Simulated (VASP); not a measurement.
Crystal: InPd.

```
CELL_PARAMETERS angstrom
3.27188 0.00000 0.00000
0.00000 3.27188 0.00000
0.00000 0.00000 3.27188
ATOMIC_POSITIONS crystal
In 0.00000 0.00000 0.00000
Pd 0.50000 0.50000 0.50000
```

The cell comes from a database or a generator and needn't be the stable form of this composition.

Base run:

| Item | Value |
| --- | --- |
| Program | VASP 6.6.1 |
| Functional | revTPSS |
| Potentials or basis | VASP PAW PBE potentials, release 64 (In_d, Pd) |
| Cutoff | 520 eV |
| k mesh | 8 × 8 × 8 |
| Occupations | fermi-dirac, width 0.05 eV |
| Spin | no spin polarisation |

Its results: pressure -3.1 GPa.

Question: The run is repeated on the same cell with these changes: functional from revTPSS to TPSS. What comes out?

Answer: Pressure -0.5 GPa.

Caveats: the PAW data sets were made with another functional, which shifts forces and pressure a little.
